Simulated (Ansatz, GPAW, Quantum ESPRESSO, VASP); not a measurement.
One calculation of Pb, 10 ways

```
Pb
1.0
     0.00000    2.47502    2.47502
     2.47502    0.00000    2.47502
     2.47502    2.47502    0.00000
Pb
1
Cartesian
  0.0000 0.0000 0.0000
```

Alike in all runs: task band structure; functional PBE; k mesh 9 × 9 × 9; occupations fermi-dirac, width 0.05 eV; no spin polarisation; no spin-orbit coupling. Pressure is positive in compression and, in plane waves, holds the error of the finite cutoff, which Ansatz's Pulay term estimates and takes out.

| program and potentials | plane-wave cutoff (eV) | notes | pressure (GPa) |
| --- | --- | --- | --- |
| Quantum ESPRESSO, SPMS 1.0 PBE | 680 | 14 valence electrons an atom on average | 2.25 |
| Ansatz, Ansatz PAW (files of its older set among them) | 580 | 22 valence electrons an atom on average | 2.31 |
| GPAW, GPAW PAW data sets (gpaw-data 1.2.1) | 600 | 14 valence electrons an atom on average | 2.01 |
| Quantum ESPRESSO, PseudoDojo 0.4.1 SR PBE standard | 762 | 14 valence electrons an atom on average | 2.25 |
| Ansatz, SSSP precision PAW | 612 | 14 valence electrons an atom on average; Pulay term of +0.03 GPa included | 2.31 |
| VASP, PBE PAW files Pb, release 54, 500 eV | 500 | 4 valence electrons an atom on average | 2.01 |
| VASP, PBE PAW files Pb, 500 eV | 500 | 4 valence electrons an atom on average | 2.01 |
| GPAW, PAW data sets generated for this functional | 600 | 14 valence electrons an atom on average | 2.01 |
| VASP, PBE PAW files Pb_d, 520 eV | 520 | 14 valence electrons an atom on average | 2.23 |
| Ansatz, Ansatz NC | 850 | 14 valence electrons an atom on average | 2.32 |

The pressure spans 2.01 (VASP, PBE PAW files Pb, 500 eV) to 2.32 GPa (Ansatz, Ansatz NC).

Differences between rows come from potentials, basis sets and numerical settings, since the functional is the same but for its coding. Runs on potential files found faulty are left out.

All ten runs put fcc lead under compression in this cell, so PBE would relax it to a larger volume. The cell lies close to the experimental one, and the outward pressure fits PBE's known tendency to underbind heavy metals: its gradient correction to exchange favours the more inhomogeneous density of a stretched lattice. The scalar treatment of the 6p electrons may also shift the balance. Because lead is soft, a pressure of this size corresponds to a larger error in equilibrium volume than it would in a stiff metal.

The spread is small beside the common offset and doesn't follow the valence count alone. In VASP, moving the 5d shell into the valence raises the pressure from 2.01 to 2.23 GPa, which suggests that 5d relaxation matters, yet both GPAW rows treat 14 electrons and still give 2.01 GPa. Within Ansatz, going from 14 to 22 electrons leaves the PAW result at 2.31 GPa, so the deeper 5s and 5p shells probably act as inert core. A single volume fixes neither the equilibrium lattice constant nor the bulk modulus.
